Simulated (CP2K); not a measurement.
MoS2:

```
CELL_PARAMETERS angstrom
3.16900 0.00000 0.00000
-1.58450 2.74443 0.00000
0.00000 0.00000 12.32400
ATOMIC_POSITIONS crystal
Mo 0.66667 0.33333 0.75000
Mo 0.33333 0.66667 0.25000
S 0.66667 0.33333 0.37700
S 0.33333 0.66667 0.87700
S 0.66667 0.33333 0.12300
S 0.33333 0.66667 0.62300
```

Base run:

| Quantity | Value |
| --- | --- |
| Program | CP2K 2026.2 |
| Functional | vdW-DF-cx |
| Potentials or basis | POTENTIAL_UZH Mo GTH-PBE-q14, S GTH-PBE-q6; DZVP-MOLOPT-PBE-GTH basis |
| Density cutoff | 9184 eV |
| k mesh | 10 × 10 × 3 |
| Occupations | fermi-dirac, width 0.05 eV |
| Spin | no spin polarisation |

Its results: band gap on the k mesh 0.94 eV, indirect (least direct gap 1.92 eV); pressure 1.0 GPa; largest force 0.241 eV/Å.

Q: The run is repeated on the same cell with these changes: functional from vdW-DF-cx to PBEsol. What comes out?

A: Band gap on the k mesh 0.92 eV, indirect (least direct gap 1.92 eV); pressure -0.3 GPa; largest force 0.027 eV/Å.

Caveats: the potentials were made for another functional, which shifts forces and pressure; the basis of atomic orbitals isn't converged, which shifts pressures, moduli and gaps; this functional lacks dispersion, which binds the layers, so the pressure and a relaxed spacing across them are unreliable (some runs).

A k mesh can miss the band edges.
